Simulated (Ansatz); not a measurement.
# Pb under compression and expansion

```cif
data_structure
_symmetry_space_group_name_H-M 'P 1'
_symmetry_Int_Tables_number 1
_cell_length_a 3.2559
_cell_length_b 3.2559
_cell_length_c 3.2559
_cell_angle_alpha 90.000
_cell_angle_beta 90.000
_cell_angle_gamma 90.000
_cell_volume 34.52
loop_
_atom_site_label
_atom_site_type_symbol
_atom_site_fract_x
_atom_site_fract_y
_atom_site_fract_z
_atom_site_occupancy
Pb1 Pb 0.00000 0.00000 0.00000 1
```

The runs use the primitive cell with vectors (3.256, 0.000, 0.000), (0.000, 3.256, 0.000), (0.000, 0.000, 3.256) Å, to which the k mesh refers.

The structure comes from a relaxation in the same program, started in the sc type, and has space group Pm-3m. Whether it is a known phase or the ground state wasn't checked.

No spin–orbit coupling, which matters for the heavy atoms here.

Methods: DFT, PBE, all-electron LAPW, scalar-relativistic (Ansatz 0.2.0); DFT, PBE, PAW with Ansatz's default frozen-core files, scalar-relativistic (Ansatz 0.2.0).

For LAPW: a Γ-centred 11×11×11 k mesh, Fermi–Dirac smearing of 0.08 eV, basis error target 1 meV/atom, no spin polarisation. PAW takes a cutoff of 420 eV at this cell. The Ansatz runs share mesh, smearing and spin set-up. Plane-wave (PAW) pressures include the program's estimate of the Pulay term.

The cell above is scaled evenly, with fractional coordinates and shape held.

```json
{"V/V(cell)": "0.9500", "V (Å³/atom)": "32.791", "P, LAPW (GPa)": "2.02", "P, PAW (GPa)": "2.01", "free energy over the lowest listed, PAW (meV/atom)": "10.1"}
{"V/V(cell)": "0.9750", "V (Å³/atom)": "33.654", "P, LAPW (GPa)": "?", "P, PAW (GPa)": "?", "free energy over the lowest listed, PAW (meV/atom)": "?"}
{"V/V(cell)": "1.0000", "V (Å³/atom)": "34.517", "P, LAPW (GPa)": "-0.02", "P, PAW (GPa)": "-0.03", "free energy over the lowest listed, PAW (meV/atom)": "0.0"}
{"V/V(cell)": "1.0250", "V (Å³/atom)": "35.380", "P, LAPW (GPa)": "-0.84", "P, PAW (GPa)": "-0.85", "free energy over the lowest listed, PAW (meV/atom)": "2.4"}
{"V/V(cell)": "1.0500", "V (Å³/atom)": "36.243", "P, LAPW (GPa)": "-1.54", "P, PAW (GPa)": "-1.55", "free energy over the lowest listed, PAW (meV/atom)": "8.9"}
```

**Question.** Fill in the row V/V(cell) = 0.9750.

**Answer.** P, LAPW (GPa) = 0.92, P, PAW (GPa) = 0.91, free energy over the lowest listed, PAW (meV/atom) = 2.3.

**Question.** What do Birch–Murnaghan fits to the pressures give?

**Answer.** LAPW: V0 = 34.49 Å³/atom, B0 = 35 GPa, B0′ = 4.9; PAW: V0 = 34.49 Å³/atom, B0 = 35 GPa, B0′ = 4.9.

PAW's V0 lies -0.02 % from the all-electron value and its B0 0.0 %. Symmetry fixes shape and coordinates here, so this is the relaxed modulus.
